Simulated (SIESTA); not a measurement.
Crystal: HfO2.

```
CELL_PARAMETERS angstrom
4.81353 0.00000 0.00000
0.00000 4.81353 0.00000
0.00000 0.00000 3.20542
ATOMIC_POSITIONS crystal
Hf 0.50000 0.50000 0.50000
Hf 0.00000 0.00000 0.00000
O 0.80504 0.19496 0.50000
O 0.69496 0.69496 0.00000
O 0.30504 0.30504 0.00000
O 0.19496 0.80504 0.50000
```

Measurements of this composition are mostly on another form, of space group No. 14.

Base run:

```yaml
Program: SIESTA 5.4.2
Functional: LDA
Potentials_or_basis: PseudoDojo 0.4 standard (LDA files)
Basis: DZP (energy shift 0.003 Ry; two zetas on semicore shells)
Grid_cutoff: 800 Ry
Energy_shift: 0.003 Ry
k_mesh: 6 × 6 × 8
Occupations: fermi-dirac, width 0.05 eV
Spin: no spin polarisation
```

Its results: band gap on the k mesh 3.61 eV, direct; pressure -1.9 GPa; largest force 0.057 eV/Å.

Question: The run is repeated on the same cell with these changes: functional from LDA to PBEsol; potentials or basis from PseudoDojo 0.4 standard (LDA files) to PseudoDojo 0.4 standard (PBEsol files). What comes out?

Answer: Band gap on the k mesh 3.70 eV, direct; pressure 4.4 GPa; largest force 0.003 eV/Å.

Caveats: short orbitals over semicore shells can move pressures by several GPa; spin-orbit coupling is left out, which moves the levels of the heavy elements; the basis of atomic orbitals isn't converged, which shifts pressures, moduli and gaps.

A k mesh can miss the band edges.
